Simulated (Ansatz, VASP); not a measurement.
**One calculation of Sc, two programs**

INCAR

```
SYSTEM = Sc
PREC = Accurate
ENCUT = 600
EDIFF = 1E-6
ISMEAR = 0
SIGMA = 0.1
LREAL = .False.
LASPH = .True.
NELM = 100
ALGO = Normal
ISIF = 3
LWAVE = .False.
LCHARG = .False.
GGA = PE
IBRION = 2
NSW = 90
EDIFFG = -0.04
```

The input KPOINTS:

```
Automatic mesh
0
Gamma
  4 2 6
  0 0 0
```

Contents of POSCAR:

```
Sc
1.0
    4.5474980551      0.0000000000      0.0000000000
    0.0000000000      7.5389455018      0.0000000000
    0.0000000000      0.0000000000      3.3907539720
Sc
4
Direct
    0.0205000000      0.2500000000      0.6348000000
    0.9795000000      0.7500000000      0.3652000000
    0.4795000000      0.7500000000      0.1348000000
    0.5205000000      0.2500000000      0.8652000000
```

Input for Ansatz:

```yaml
crystal:
  lattice:
    - [4.5474980551, 0.0, 0.0]
    - [0.0, 7.5389455018, 0.0]
    - [0.0, 0.0, 3.390753972]
  atoms:
    - { symbol: Sc, position: [0.0205, 0.25, 0.6348] }
    - { symbol: Sc, position: [0.9795, 0.75, 0.3652] }
    - { symbol: Sc, position: [0.4795, 0.75, 0.1348] }
    - { symbol: Sc, position: [0.5205, 0.25, 0.8652] }
basis:
  ecutwfc: 420
kpoints:
  mp_grid: { grid: [4, 2, 6] }
hamiltonian:
  xc: pbe
scf:
  occupations: { method: gaussian, width: 0.1 }
  lower_state_search: "off"
output:
  forces: true
  stress: true
  eigenvalues: true
relax:
  adjacent_minimum: "off"
  f_tol: 0.04
  max_steps: 70
  cell: { stress_tol: 0.4 }
```

Alike in both runs: task relaxation of cell and atoms; functional PBE; k mesh 4 × 2 × 6; occupations gaussian, width 0.1 eV; no spin polarisation.

|  | VASP | Ansatz |
| --- | --- | --- |
| version | VASP 6.6.1 | Ansatz 0.2.0 |
| potentials or method | VASP PAW PBE potentials, release 64 (Sc_sv) | scalar-relativistic, plane waves, PAW |
| plane-wave cutoff (eV) | 600 | 420 |
| valence electrons in the cell | 44 | 44 |

```csv
,VASP,Ansatz,Ansatz less VASP
"gap on the k mesh at the Fermi level, each at its own relaxed structure (eV)",none,none,-
relaxed volume (Å³/atom),24.69,24.69,-0.003
relaxed cell length with the largest relative difference (Å),5.740,5.733,-0.0071
energy change over the relaxation (meV/atom),-1433,-1428,+5.1
```

A gap of «none» marks a metal or a gap that the smearing closes.

Caveats: the k mesh is coarse (spacing up to 0.42 Å⁻¹), so the values aren't converged; the volume moved by over 15 % at a fixed basis, so the end points are rough (VASP).
